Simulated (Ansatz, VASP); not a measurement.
**AlNi3: VASP beside Ansatz**

POSCAR

```
AlNi3
1.0
    3.5680000000      0.0000000000      0.0000000000
    0.0000000000      3.5680000000      0.0000000000
    0.0000000000      0.0000000000      3.5680000000
Al Ni
1 3
Direct
    0.0000000000      0.0000000000      0.0000000000
    0.0000000000      0.5000000000      0.5000000000
    0.5000000000      0.0000000000      0.5000000000
    0.5000000000      0.5000000000      0.0000000000
```

File INCAR.step1:

```
SYSTEM = AlNi3
  PREC = Accurate
  ENCUT = 520
  ISMEAR = 0
  SIGMA = 0.1
  LREAL = .False.
  LASPH = .True.
  NELM = 150
  ISPIN = 2
  MAGMOM = 0 0.5 0.5 0.5
  LMAXMIX = 4
  NBANDS = 28
  GGA = PE
  ALGO = Normal
  EDIFF = 1E-4
  LWAVE = .True.
  LCHARG = .False.
```

File INCAR.step2:

```
SYSTEM = AlNi3
  PREC = Accurate
  ENCUT = 520
  EDIFF = 1E-7
  ISMEAR = 0
  SIGMA = 0.1
  LREAL = .False.
  LASPH = .True.
  NELM = 150
  ALGO = Normal
  ISIF = 2
  LWAVE = .False.
  LCHARG = .True.
  ISPIN = 2
  MAGMOM = 0 0.5 0.5 0.5
  LORBIT = 11
  LMAXMIX = 4
  METAGGA = R2SCAN
  LMIXTAU = .True.
  LELF = .True.
  LVHAR = .True.
  NBANDS = 28
  ISTART = 1
```

File KPOINTS:

```
regular mesh
0
Gamma
  6 6 6
  0 0 0
```

Input for Ansatz:

```yaml
crystal:
  lattice:
    - [3.568, 0.0, 0.0]
    - [0.0, 3.568, 0.0]
    - [0.0, 0.0, 3.568]
  atoms:
    - { symbol: Al, position: [0.0, 0.0, 0.0] }
    - { symbol: Ni, position: [0.0, 0.5, 0.5], spin: 0.5 }
    - { symbol: Ni, position: [0.5, 0.0, 0.5], spin: 0.5 }
    - { symbol: Ni, position: [0.5, 0.5, 0.0], spin: 0.5 }
magnetization:
  spin_polarized: true
scf:
  occupations: { method: gaussian, width: 0.1 }
output:
  forces: true
  stress: true
  populations: true
  write_density: true
  write_potential: true
  elf: true
  volumetric_format: npy
hamiltonian:
  xc: r2scan
kpoints:
  mp_grid: { grid: [6, 6, 6] }
```

Alike in both runs: task single point; functional r2SCAN; k mesh 6 × 6 × 6; occupations gaussian, width 0.1 eV; collinear spin.

|  | VASP | Ansatz |
| --- | --- | --- |
| version | VASP 6.6.1 | Ansatz 0.2.0 |
| potentials or method | VASP PAW PBE potentials, release 64 (Al, Ni) | scalar-relativistic, plane waves, PAW |
| plane-wave cutoff (eV) | 520 | 500 |
| valence electrons in the cell | 33 | 57 |

```tsv
	VASP	Ansatz	Ansatz less VASP
gap on the k mesh at the Fermi level (eV)	none	none	-
pressure (GPa)	-6.4	-6.6	-0.17
net moment per atom (μB)	0.21	0.22	+0.002
size of the moment on the site where the two differ most (μB)	0.33	0.36	+0.029
```

Site moments also hang on the region over which each program counts them. A gap of «none» marks a metal or a gap that the smearing closes. The two sets of potentials don't hold the same shells in valence. Ansatz warned: «stability_check_not_made».

Caveats: the PAW data sets were made with another functional, which shifts forces and pressure a little (VASP).
